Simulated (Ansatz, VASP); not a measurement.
**One calculation of SnSe2, two programs**

```
Sn Se
1.0
     3.81100    0.00000    0.00000
    -1.90550    3.30042    0.00000
     0.00000    0.00000    6.13700
Sn Se
1 2
Direct
  0.00000 0.00000 0.00000
  0.37723 0.69880 0.25000
  0.66667 0.33333 0.75000
```

Alike in both runs: task single point; functional PBEsol; k mesh 6 × 6 × 4; occupations gaussian, width 0.05 eV; no spin polarisation.

|  | VASP | Ansatz |
| --- | --- | --- |
| version | VASP 6.6.1 | Ansatz 0.2.0 |
| potentials or method | VASP PAW PBE potentials, release 64 (Sn_d, Se) | scalar-relativistic, plane waves, PAW |
| plane-wave cutoff (eV) | 520 | 420 |
| valence electrons in the cell | 26 | 46 |

VASP gave:

- gap on the k mesh at the Fermi level (eV): 0.63
- least direct gap on the mesh (eV): 0.97
- pressure (GPa): 2.7
- largest component of the traceless stress (GPa): 1.58
- rms of the force components (eV/Å): 0.416

**Question.** Estimate Ansatz's values.

**Answer.** gap on the k mesh at the Fermi level (eV): 0.64; least direct gap on the mesh (eV): 0.98; pressure (GPa): 2.6; largest component of the traceless stress (GPa): 1.58; rms of the force components (eV/Å): 0.408.

Atom by atom the forces differ by 0.010 eV/Å (rms over components). With one functional, cell and mesh, what is left measures potentials, basis and numerics. The two sets of potentials don't hold the same shells in valence.

Caveats: the PAW data sets were made with another functional, which shifts forces and pressure a little (VASP); spin-orbit coupling is left out, which moves the levels of the heavy elements; the cell's inner coordinates are idealised or old, which leaves forces on the atoms. A k mesh can miss the band edges.
